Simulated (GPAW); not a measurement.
A run of GPAW 26.7.0:

run.py

```python
from ase import Atoms
from ase.dft.bandgap import bandgap
from ase.io import write
from ase.units import GPa
from gpaw import GPAW, PW, setup_paths

setup_paths.insert(0, '.')

atoms = Atoms(['Fe', 'Fe'],
              cell=[[2.4341575853, 0.0, 0.0],
                    [-1.2170787927, 2.1080423057, 0.0],
                    [0.0, 0.0, 3.84193447]],
              scaled_positions=[[0.6666666667, 0.3333333333, 0.75],
                                [0.3333333333, 0.6666666667, 0.25]],
              pbc=True)

calc = GPAW(mode=PW(600),
            xc='PBEsol',
            kpts={'size': (12, 12, 7), 'gamma': True},
            occupations={'name': 'fermi-dirac', 'width': 0.05},
            nbands=19,
            convergence={'density': 1e-05, 'energy': 1e-05},
            maxiter=150,
            txt='gpaw.txt')
atoms.calc = calc
energy = atoms.get_potential_energy()
forces = atoms.get_forces()
stress = atoms.get_stress()
calc.write('gs.gpw')
write('result.traj', atoms)
print(f'Energy: {energy:.6f} eV')
print('Forces (eV/A):')
print(forces.round(4))
print('Stress (GPa):', (stress / GPa).round(3))
print('Fermi level:', round(calc.get_fermi_level(), 4), 'eV')
print(f'Gap: {bandgap(calc)[0]:.4f} eV, direct: {bandgap(calc, direct=True)[0]:.4f} eV')
```

Potentials or basis: PAW data sets generated in the run's folder for this functional, pw.

The run is started by

```sh
$ gpaw-setup -f PBEsol Fe
$ OMP_NUM_THREADS=1 python run.py
```

Hardware: 1 thread of Arm Neoverse V2, with other jobs on the host.

Task: Estimate the wall time of this run.

Result: Wall time 22 s on 1 thread of Arm Neoverse V2, on a shared host, peak memory 0.16 GiB. Counts: scf iterations 9, plane waves 693, bands 19, k points 112.
